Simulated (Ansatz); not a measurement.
# ZnTe (zinc blende), scan of one atom of the cell

Starting cell, ZnTe (zinc blende):

```
ZnTe
1.0
    0.00000     6.17910     6.17910
    3.08955     0.00000     3.08955
    3.08955     3.08955     0.00000
Te Zn
2 2
Direct
  0.37500   0.75000   0.75000
  0.87500   0.75000   0.75000
  0.00000   0.00000   0.00000
  0.50000   0.00000   0.00000
```

In each cell atom 1 (Te, nearest neighbour Zn at 2.676 Å; its periodic images, 4.4 Å or more away, move with it) moves by s·(0.000, 0.000, 1.000) (along Cartesian z), the rest being held.

All values below come from PBE (plane waves to 420 eV, PAW, scalar-relativistic; Ansatz, a program for electronic structure). k mesh 4×8×8 (Γ-centred), Fermi-Dirac smearing 0.05 eV. The energy includes the smearing's −TS. Stress and pressure are positive under compression. F∥ is the force on the atom along that direction. F⊥ is the part of the force across the line. Spin-orbit coupling is left out, though Te is heavy. ZnTe was relaxed with its symmetry unable to fall. ΔE is measured from the undisplaced structure.

| s (Å) | ΔE (eV/cell) | |F⊥| (eV/Å) | P (GPa) | F∥ (eV/Å) |
|---|---|---|---|---|
| -0.540 | 0.774 | 0.451 | 2.55 | 2.711 |
| -0.432 | 0.504 | 0.347 | 1.68 | 2.263 |
| -0.324 | 0.287 | 0.253 | 0.97 | 1.747 |
| -0.216 | 0.129 | 0.166 | 0.44 | 1.185 |
| -0.108 | 0.032 | 0.082 | 0.11 | 0.598 |
| 0.000 | 0.000 | 0.000 | 0.00 | 0.000 |
| 0.108 | 0.032 | 0.083 | 0.11 | -0.594 |
| 0.216 | 0.128 | 0.168 | 0.44 | -1.171 |
| 0.324 | 0.284 | 0.255 | 0.98 | -1.721 |
| 0.432 | 0.498 | 0.342 | 1.70 | -2.230 |
| 0.540 | 0.764 | 0.427 | 2.58 | -2.680 |

Read from the data:

* **Energy at s = 0.540 Å**: 764 meV/cell
* **Force along the line at s = -0.540 Å**: 2.71 eV/Å
* **Shape of the curve**: a single well with its minimum at or next to zero displacement
* **Force constant k = d²E/ds² at s = 0 (finite differences)**: 5.54 eV/Å²
* **Harmonic estimate at the end of the scan**: ½ks² = 807 meV/cell against the computed 764 meV/cell, so the well is softer than harmonic there

The 11 points together took roughly 7 core-minutes.

(For displaced atoms, the force is minus the slope of the energy, and its curvature is a force constant, which sets phonon frequencies.)
